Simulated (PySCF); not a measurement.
## Which basis set comes closest?

Molecule: Maleic Anhydride, C4H2O3.

Atom-mapped SMILES (the numbers label the heavy atoms): `[O:1]=[C:2]1[CH:3]=[CH:4][C:5](=[O:6])[O:7]1`; H(Xn) means a hydrogen on atom n.

Geometry PBE0-D3(BJ)/def2-SVP throughout; GIAO in PySCF 2.14.0 with density-fitted response routines, gas phase, one conformer, non-relativistic; equivalent atoms averaged; functional PBE0.

Reference values (measured; CH3CN; Olsson, Cremer, J. Phys. Chem. 1996, 100, 16881): δ(O1/O6) = 437.1 ppm vs H2O (gas), δ(O7) = 288.1 ppm vs H2O (gas). Computed shifts are taken against H2O, calculated as an isolated molecule at each level.

Q: How do the basis sets STO-3G, pcSseg-0, 6-31G, 6-31G*, cc-pVDZ, def2-SVP, pcSseg-1, aug-cc-pVDZ, 6-311+G(2d,p), def2-TZVP, cc-pVTZ, IGLO-III perform against the reference? Times are CPU seconds on shared hosts with different chips, so compare them loosely.

A: 
```
    basis set  functions  O1/O6     O7  mean abs. error O  core-s
       STO-3G         37  445.4  174.0               61.2     2.6
     pcSseg-0         67  577.1  309.9               80.9       5
        6-31G         67  491.4  276.2               33.1     4.7
       6-31G*        102  442.9  261.3               16.3       7
      cc-pVDZ        108  470.7  286.3               17.7     9.9
     def2-SVP        108  478.7  285.2               22.2      11
     pcSseg-1        129  507.4  305.8               44.0     8.9
  aug-cc-pVDZ        179  453.8  286.2                9.3      26
6-311+G(2d,p)        201  475.8  300.7               25.6      18
    def2-TZVP        229  484.9  305.8               32.7      32
      cc-pVTZ        238  485.2  302.5               31.2      33
     IGLO-III        265  488.5  308.0               35.6      42
```

For 17O the closest is aug-cc-pVDZ (9.3 ppm) and the furthest pcSseg-0 (80.9 ppm). Where a smaller basis beats a larger one, errors probably cancel. One molecule is a small sample, and vibrational and solvent effects are absent from the calculation.

A small basis that lands close on one nucleus may do so by chance; judge by the trend and by all nuclei.
